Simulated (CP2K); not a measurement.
# WS2 in CP2K: convergence with rel cutoff ry

WS2:

```
W S
1.0
     6.42736    0.00000    0.00000
     5.65154    3.06122    0.00000
     5.65154    1.43230    2.70547
W S
1 2
Direct
  0.00000 0.00000 0.00000
  0.58100 0.58100 0.58100
  0.75030 0.75030 0.75030
```

Measurements of this composition are mostly on another form, of space group No. 194.

- Program: CP2K 2026.2
- Task: single point
- Functional: PBEsol
- Potentials or basis: POTENTIAL_UZH W GTH-PBE-q14, S GTH-PBE-q6; TZVP-MOLOPT-PBE-GTH basis
- Density cutoff: 6123 eV
- k mesh: 8 × 8 × 8
- Occupations: fermi-dirac, width 0.01 eV
- Spin: no spin polarisation

These are the settings of the first run; the series varies rel cutoff ry, with any setting tied to it.

Hardware: 1 thread of Arm Neoverse N1, with other jobs on the host.

```
rel cutoff ry  energy less the tightest run, at zero smearing (meV/atom)  pressure (GPa)  SCF cycles  CPU time (s)  peak memory (GiB)
           20                                                     -45.48            2.82          16            93               0.68
           30                                                      -0.45            0.02          14            90               0.68
           40                                                       0.01           -0.02          14           110               0.69
           50                                                       0.00           -0.02          14           130               0.68
           60                                                       0.00           -0.02          14           140               0.69
           80                                                       0.00           -0.02          14           170               0.68
          100                                                       0.00           -0.02          14           220               0.69
```

Against the tightest run, the energy stays within 1 meV/atom from 30 on; the pressure stays within 0.1 GPa from 30 on. The tightest run that finished is the yardstick and may itself not be fully converged.

Caveat, for the tightest run too: the potentials were made for another functional, which shifts forces and pressure; the basis of atomic orbitals isn't converged, which shifts pressures, moduli and gaps.
